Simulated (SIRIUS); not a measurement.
# KF (Carobbiite) under changes of volume

One of the cells (19.455 Å³/atom); the others are scaled copies at fixed shape and fractional positions:

```
K F
1.0
     0.00000    2.68954    2.68954
     2.68954    0.00000    2.68954
     2.68954    2.68954    0.00000
K F
1 1
Direct
  0.00000 0.00000 0.00000
  0.50000 0.50000 0.50000
```

- Program: SIRIUS 7.10.0
- Functional: PBE
- Potentials or basis: PseudoDojo 0.4.1 PBE standard (scalar relativistic)
- Cutoff: 1152 eV
- Density cutoff: 4606 eV
- k mesh: 9 × 9 × 9
- Occupations: fermi-dirac, width 0.05 eV
- Spin: no spin polarisation

```tsv
volume (Å³/atom)	energy over the lowest point (meV/atom)	pressure (GPa)	gap on the mesh (eV)
17.929	20.78	3.8	6.54
18.311	12.85	2.9	6.42
18.692	7.02	2.0	6.31
19.455	?	?	?
19.837	0.00	0.0	6.00
20.218	0.56	-0.5	5.90
```

**Question.** What does the run at 19.455 Å³/atom give?

**Answer.** Energy over the lowest point 0.78 meV/atom; pressure 0.6 GPa; gap on the mesh 6.09 eV.

Worked out: A Birch-Murnaghan fit of order 3 (a polynomial in V^(-2/3)) to the other rows has its minimum at 19.86 Å³/atom with B0 = V·E''(V) = 29 GPa and B' = 4.7. It gives 0.78 meV/atom at 19.455 Å³/atom, against the run's 0.78, and -dE/dV = 0.6 GPa, against 0.6. A straight line through the other rows of the gap, of slope -5.3 eV per unit of ln V, gives 6.10 eV, against the run's 6.09.

Energies are extrapolated to zero smearing.

Caveats: an odd mesh through Γ misses points on the zone boundary, where band edges often lie.
